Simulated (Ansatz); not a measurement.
# GaB5As6: the cost of one run

Method: DFT PBE, scalar-relativistic, plane waves, PAW, in Ansatz 0.2.0.

1 further run of the same task is left out (it didn't finish).

## Step 1: The structure to begin with

The structure is tetragonal, space group P-4m2 (No. 115). Conventional cell: a = 3.615 Å, b = 3.615 Å, c = 15.335 Å, α = 90.00°, β = 90.00°, γ = 90.00°. Ga (site symmetry -4m2) is surrounded by 4 As at 2.21 Å. B (site symmetry 2mm) has 4 As at 2.21 Å as nearest neighbours. B (site symmetry -4m2) has 4 As at 2.21 Å as nearest neighbours. Around As (site symmetry 2mm) lie 4 B at 2.21 Å. Around As (site symmetry 2mm) lie 2 Ga at 2.21 Å and 2 B at 2.21 Å.

As a file:

```
Ga B As
1.0
     3.61459    0.00000    0.00000
     0.00000    3.61459    0.00000
     0.00000    0.00000   15.33540
Ga B As
1 5 6
Direct
  0.50000 0.50000 0.50000
  0.00000 0.00000 0.66667
  0.50000 0.50000 0.83333
  0.00000 0.00000 0.00000
  0.50000 0.50000 0.16667
  0.00000 0.00000 0.33333
  0.50000 0.00000 0.75000
  0.00000 0.50000 0.91667
  0.50000 0.00000 0.08333
  0.00000 0.50000 0.25000
  0.50000 0.00000 0.41667
  0.00000 0.50000 0.58333
```

The start is an ordering of an alloy on its end members' structure types: elements ordered on the sites of the GaAs type, B/Ga on Ga (P-4m2, No. 115).

## Step 2: A first look at the guess

Contents of input.yaml:

```yaml
crystal:
  lattice:
    - [3.61458744, 0.0, 0.0]
    - [0.0, 3.61458744, 0.0]
    - [0.0, 0.0, 15.33539572]
  atoms:
    - { symbol: Ga, position: [0.5, 0.5, 0.5] }
    - { symbol: B, position: [0.0, 0.0, 0.66666667] }
    - { symbol: B, position: [0.5, 0.5, 0.83333333] }
    - { symbol: B, position: [0.0, 0.0, 0.0] }
    - { symbol: B, position: [0.5, 0.5, 0.16666667] }
    - { symbol: B, position: [0.0, 0.0, 0.33333333] }
    - { symbol: As, position: [0.5, 0.0, 0.75] }
    - { symbol: As, position: [0.0, 0.5, 0.91666667] }
    - { symbol: As, position: [0.5, 0.0, 0.08333333] }
    - { symbol: As, position: [0.0, 0.5, 0.25] }
    - { symbol: As, position: [0.5, 0.0, 0.41666667] }
    - { symbol: As, position: [0.0, 0.5, 0.58333333] }
basis:
  ecutwfc: 420
kpoints:
  mp_grid: { grid: [6, 6, 1] }
hamiltonian:
  xc: pbe
scf:
  occupations: { method: gaussian, width: 0.1 }
  lower_state_search: "off"
output:
  forces: true
  stress: true
  eigenvalues: true
```

Run with:

```sh
$ ansatz run input.yaml --threads 1 --pin off --max-ram 2560MiB --backend cpu --events-out ev --progress --plain --runs-dir out
```

**Question.** How long does this run take on 1 thread of Arm Neoverse V2, shared host, and how much memory does it need?

About 12 s, with a peak of 0.43 GiB.
